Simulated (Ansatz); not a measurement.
A distorted cell of CsI (CsCl type):

```
CsI
1.0
    9.33383     0.00000     0.00000
    0.00000     4.66692     0.00000
    0.00000     0.00000     4.66692
Cs I
2 2
Cartesian
  0.00000   0.00000   0.00000
  4.66692   0.00000   0.00000
  2.61405   2.61405   2.61405
  7.00037   2.33346   2.33346
```

The numbers are results of PBE (plane waves to 420 eV, PAW, scalar-relativistic; Ansatz, a first-principles code), not measurements. k mesh 3×6×6 (Γ-centred), Fermi-Dirac smearing 0.05 eV. Energies are smeared free energies. Compression counts positive. CsI was relaxed with its symmetry unable to fall. Spin-orbit coupling is left out, though I is heavy.

Predict the force on every atom, in eV/Å.


```json
[
 {"atom": "Cs1", "Fx": "-0.004", "Fy": "0.035", "Fz": "0.035"},
 {"atom": "Cs2", "Fx": "0.232", "Fy": "0.194", "Fz": "0.194"},
 {"atom": "I3", "Fx": "-0.410", "Fy": "-0.233", "Fz": "-0.233"},
 {"atom": "I4", "Fx": "0.182", "Fy": "0.004", "Fz": "0.004"}
]
```

In it atom 3 sits (0.281, 0.281, 0.281) Å away from its relaxed site. What is its energy relative to the relaxed cell?

105 meV/cell.

(A displaced cell: forces are minus the slopes of the energy, force constants its curvatures, and phonons follow from these.)
